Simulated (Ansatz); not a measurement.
Input and command of a plane-wave DFT calculation in Ansatz:

```yaml
crystal:
  lattice:
    - [2.9355691563, 0.0, 0.0]
    - [-1.4677845781, 2.5422774639, 0.0]
    - [0.0, 0.0, 29.3666405453]
  atoms:
    - { symbol: Ag, position: [0.0, 0.0, 0.2553918276] }
    - { symbol: Ag, position: [0.6666666667, 0.3333333333, 0.3368762161] }
    - { symbol: Ag, position: [0.3333333333, 0.6666666667, 0.4183606045] }
    - { symbol: Ag, position: [0.6666666667, 0.3333333333, 0.5] }
    - { symbol: Ag, position: [0.3333333333, 0.6666666667, 0.5814843884] }
    - { symbol: Ag, position: [0.0, 0.0, 0.6629687769] }
    - { symbol: Ag, position: [0.3333333333, 0.6666666667, 0.7446081724] }
basis:
  ecutwfc: 420
kpoints:
  mp_grid: { grid: [12, 12, 1] }
hamiltonian:
  xc: pbe
scf:
  occupations: { method: gaussian, width: 0.1 }
  max_iter: 54
output:
  forces: true
  stress: true
  eigenvalues: true
efield:
  axis: 3
  dipole_correction: true
  ramp_width: 0.04
  amplitude: 0.1
```

```bash
ansatz run input.yaml --threads 1 --pin off --max-ram 2560MiB --backend cpu --events-out ev --progress --plain --runs-dir out
```

Processor: Oxide Virtual Turin-like Processor (Zen 5), 1 thread, on a host shared with other jobs.

Task: Estimate time, memory and problem size.

Result: About 29 s on 1 thread of Oxide Virtual Turin-like Processor (Zen 5), on a shared host, peak memory 0.54 GiB. It solves 80 bands at 19 k points (the mesh reduced by symmetry) with about 4215 plane waves, in 10 SCF iterations.
